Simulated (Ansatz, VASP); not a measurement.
**GaP in VASP and in Ansatz**

INCAR

```
PREC = Accurate
ENCUT = 600
EDIFF = 1E-6
ISMEAR = 0
SIGMA = 0.01
LREAL = False
LASPH = True
NELM = 60
ALGO = Normal
ISIF = 3
LWAVE = False
LCHARG = False
GGA = CA
IBRION = 2
NSW = 80
EDIFFG = -0.001
```

The input KPOINTS:

```
Automatic mesh
0
Gamma
  8 8 8
```

The input POSCAR:

```
GaP
1.0
    0.0000000000      2.6956501129      2.6956501129
    2.6956501129      0.0000000000      2.6956501129
    2.6956501129      2.6956501129      0.0000000000
Ga P
1 1
Direct
    0.0000000000      0.0000000000      0.0000000000
    0.7500000000      0.7500000000      0.7500000000
```

Input for Ansatz:

```yaml
crystal:
  lattice:
    - [0.0, 2.6956501129, 2.6956501129]
    - [2.6956501129, 0.0, 2.6956501129]
    - [2.6956501129, 2.6956501129, 0.0]
  atoms:
    - { symbol: Ga, position: [0.0, 0.0, 0.0] }
    - { symbol: P, position: [0.75, 0.75, 0.75] }
basis:
  ecutwfc: 420
kpoints:
  mp_grid: { grid: [8, 8, 8] }
hamiltonian:
  xc: lda
scf:
  occupations: { method: fixed }
output:
  forces: true
  stress: true
  eigenvalues: true
relax:
  adjacent_minimum: "off"
  f_tol: 0.001
  max_steps: 60
  cell: { stress_tol: 0.01 }
```

Alike in both runs: task relaxation of cell and atoms; functional LDA; k mesh 8 × 8 × 8; no spin polarisation.

```csv
,VASP,Ansatz
version,VASP 6.6.1,Ansatz 0.2.0
potentials or method,"VASP PAW LDA potentials, release 64 (Ga_d, P)","scalar-relativistic, plane waves, PAW"
plane-wave cutoff (eV),600,420
occupations,"gaussian, width 0.01 eV",fixed
valence electrons in the cell,18,18
```

Ansatz gave:

```
gap on the k mesh at the Fermi level, each at its own relaxed structure (eV) : 1.43
relaxed volume (Å³/atom)                                                     : 19.59
relaxed cell length with the largest relative difference (Å)                 : 3.812
```

Task: Estimate VASP's values.

Result: gap on the k mesh at the Fermi level, each at its own relaxed structure (eV): 1.43; relaxed volume (Å³/atom): 19.61; relaxed cell length with the largest relative difference (Å): 3.814.

A k mesh can miss the band edges.
